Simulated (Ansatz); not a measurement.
**A film clamped to a substrate in Zn**

These are results of Ansatz 0.2.0, DFT PBE, scalar-relativistic, plane waves, PAW, not measurements. Settings: plane waves to 420 eV, k-mesh 20×20×20 (Γ-centred), Gaussian smearing 0.15 eV. No spin polarisation. Energies are free energies at this smearing, counted from the undisturbed cell; pressure is positive in compression.

Reference structure (as given, not relaxed at this level; it stands at 0.0 GPa; this fcc form isn't the usual structure):

```
Zn
1.0
     0.00000    1.96478    1.96478
     1.96478    0.00000    1.96478
     1.96478    1.96478    0.00000
Zn
1
Direct
  0.00000 0.00000 0.00000
```

The cell (1 atom, V0 = 15.17 Å³) is strained by p along both x and y and by q along z, fractional coordinates fixed. τp = (1/V0) ∂E/∂p = (σxx + σyy)(1 + p)(1 + q) and τq = (1/V0) ∂E/∂q = σzz(1 + p)², with tension positive.

| p | q | ΔE (meV/atom) | τp (GPa) | τq (GPa) |
| --- | --- | --- | --- | --- |
| 0.000 | 0.000 | 0.00 | 0.06 | 0.03 |
| -0.025 | 0.000 | 10.84 | -9.46 | -2.26 |
| 0.025 | 0.000 | 9.25 | 7.26 | 2.05 |
| 0.000 | -0.025 | 4.00 | -2.30 | -3.35 |
| 0.000 | 0.025 | 3.80 | 1.87 | 3.02 |

**Question.** Get the second derivatives of the energy density.

**Answer.** Central differences give A = ∂τp/∂p = 334 GPa (C11 + C22 + 2 C12), C = ∂τq/∂q = 128 GPa (C33) and the cross term B = ∂τq/∂p = 86 GPa (C13 + C23); ∂τp/∂q = 84 GPa must equal B, and any difference shows higher-order terms. The ions are clamped. In a cubic crystal C11 = C = 128, C12 = B/2 = 43 GPa and A should be 2(C11 + C12) = 341 GPa; the bulk modulus is (C11 + 2 C12)/3 = 71 GPa.

**Question.** A film of this crystal grows with z along the normal on a substrate that imposes p. How does its thickness respond, and what does the misfit cost?

**Answer.** Count p and q from the stress-free cell. A free surface needs τq = 0, so q = −(B/C) p = -0.68 p. The energy density left is (A − B²/C) p²/2 = M p², with the biaxial modulus M = 138 GPa; a misfit of 1 % costs 1.31 meV/atom, against 1.58 meV/atom if the thickness were held.

In a metal these slopes depend on the k mesh and the smearing.